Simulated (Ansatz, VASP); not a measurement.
**Two plane-wave programs on GaAs**

Contents of INCAR:

```
PREC     = Accurate       # precision mode
ENCUT    = 520            # plane-wave cutoff, eV
EDIFF    = 1E-7           # SCF threshold, eV
ISMEAR   = 0              # smearing method
SIGMA    = 0.02           # smearing width, eV
LREAL    = Auto         
LASPH    = T              # aspherical terms in the spheres
NELM     = 100            # most SCF steps
ALGO     = Fast           # electronic algorithm
ISIF     = 2              # what is computed and relaxed
LWAVE    = F              # write WAVECAR
LCHARG   = F              # write CHGCAR
GGA      = PS             # functional
NBANDS   = 166            # bands
```

The input KPOINTS:

```
Automatic mesh
0
Gamma
  3 3 3
```

File POSCAR:

```
GaAs
1.0
   -5.6579528183      5.6579528183     -5.6579528183
    5.6579528183      5.6579528183      5.6579528183
    5.6579528183     -5.6579528183     -5.6579528183
Ga As
16 16
Direct
    0.2500000000      0.7500000000      0.0000000000
    0.0000000000      0.0000000000      0.0000000000
    0.5000000000      0.7500000000      0.7500000000
    0.7500000000      0.2500000000      0.0000000000
    0.2500000000      0.0000000000      0.7500000000
    0.5000000000      0.5000000000      0.0000000000
    0.0000000000      0.2500000000      0.7500000000
    0.7500000000      0.7500000000      0.5000000000
    0.5000000000      0.0000000000      0.5000000000
    0.7500000000      0.5000000000      0.7500000000
    0.0000000000      0.7500000000      0.2500000000
    0.2500000000      0.2500000000      0.5000000000
    0.0000000000      0.5000000000      0.5000000000
    0.7500000000      0.0000000000      0.2500000000
    0.5000000000      0.2500000000      0.2500000000
    0.2500000000      0.5000000000      0.2500000000
    0.2500000000      0.7500000000      0.7500000000
    0.0000000000      0.0000000000      0.7500000000
    0.5000000000      0.7500000000      0.5000000000
    0.7500000000      0.2500000000      0.7500000000
    0.2500000000      0.0000000000      0.5000000000
    0.5000000000      0.5000000000      0.7500000000
    0.0000000000      0.2500000000      0.5000000000
    0.7500000000      0.7500000000      0.2500000000
    0.5000000000      0.0000000000      0.2500000000
    0.7500000000      0.5000000000      0.5000000000
    0.0000000000      0.7500000000      0.0000000000
    0.2500000000      0.2500000000      0.2500000000
    0.0000000000      0.5000000000      0.2500000000
    0.7500000000      0.0000000000      0.0000000000
    0.5000000000      0.2500000000      0.0000000000
    0.2500000000      0.5000000000      0.0000000000
```

Input for Ansatz:

```yaml
crystal:
  lattice:
    - [-5.6579528183, 5.6579528183, -5.6579528183]
    - [5.6579528183, 5.6579528183, 5.6579528183]
    - [5.6579528183, -5.6579528183, -5.6579528183]
  atoms:
    - { symbol: Ga, position: [0.25, 0.75, 0.0] }
    - { symbol: Ga, position: [0.0, 0.0, 0.0] }
    - { symbol: Ga, position: [0.5, 0.75, 0.75] }
    - { symbol: Ga, position: [0.75, 0.25, 0.0] }
    - { symbol: Ga, position: [0.25, 0.0, 0.75] }
    - { symbol: Ga, position: [0.5, 0.5, 0.0] }
    - { symbol: Ga, position: [0.0, 0.25, 0.75] }
    - { symbol: Ga, position: [0.75, 0.75, 0.5] }
    - { symbol: Ga, position: [0.5, 0.0, 0.5] }
    - { symbol: Ga, position: [0.75, 0.5, 0.75] }
    - { symbol: Ga, position: [0.0, 0.75, 0.25] }
    - { symbol: Ga, position: [0.25, 0.25, 0.5] }
    - { symbol: Ga, position: [0.0, 0.5, 0.5] }
    - { symbol: Ga, position: [0.75, 0.0, 0.25] }
    - { symbol: Ga, position: [0.5, 0.25, 0.25] }
    - { symbol: Ga, position: [0.25, 0.5, 0.25] }
    - { symbol: As, position: [0.25, 0.75, 0.75] }
    - { symbol: As, position: [0.0, 0.0, 0.75] }
    - { symbol: As, position: [0.5, 0.75, 0.5] }
    - { symbol: As, position: [0.75, 0.25, 0.75] }
    - { symbol: As, position: [0.25, 0.0, 0.5] }
    - { symbol: As, position: [0.5, 0.5, 0.75] }
    - { symbol: As, position: [0.0, 0.25, 0.5] }
    - { symbol: As, position: [0.75, 0.75, 0.25] }
    - { symbol: As, position: [0.5, 0.0, 0.25] }
    - { symbol: As, position: [0.75, 0.5, 0.5] }
    - { symbol: As, position: [0.0, 0.75, 0.0] }
    - { symbol: As, position: [0.25, 0.25, 0.25] }
    - { symbol: As, position: [0.0, 0.5, 0.25] }
    - { symbol: As, position: [0.75, 0.0, 0.0] }
    - { symbol: As, position: [0.5, 0.25, 0.0] }
    - { symbol: As, position: [0.25, 0.5, 0.0] }
basis:
  ecutwfc: 420
  xc_grid: 2
kpoints:
  mp_grid: { grid: [3, 3, 3], shift: [0.0, 0.0, 0.0] }
hamiltonian:
  xc: pbesol
scf:
  occupations: { method: gaussian, width: 0.02 }
output:
  forces: true
  stress: true
  eigenvalues: true
```

Alike in both runs: task single point; functional PBEsol; k mesh 3 × 3 × 3; occupations gaussian, width 0.02 eV; no spin polarisation.

```csv
,VASP,Ansatz
version,VASP 6.6.1,Ansatz 0.2.0
potentials or method,"VASP PAW PBE potentials, release 64 (Ga_d, As)","scalar-relativistic, plane waves, PAW"
plane-wave cutoff (eV),520,420
valence electrons in the cell,288,448
```

|  | VASP | Ansatz | Ansatz less VASP |
| --- | --- | --- | --- |
| gap on the k mesh at the Fermi level (eV) | 0.44 | 0.43 | -0.014 |
| least direct gap on the mesh (eV) | 0.44 | 0.43 | -0.014 |
| pressure (GPa) | 0.2 | 0.0 | -0.13 |

The functional is the same, so the differences come from potentials, cutoffs and numerics. The two sets of potentials don't hold the same shells in valence.

Caveats: the PAW data sets were made with another functional, which shifts forces and pressure a little (VASP).
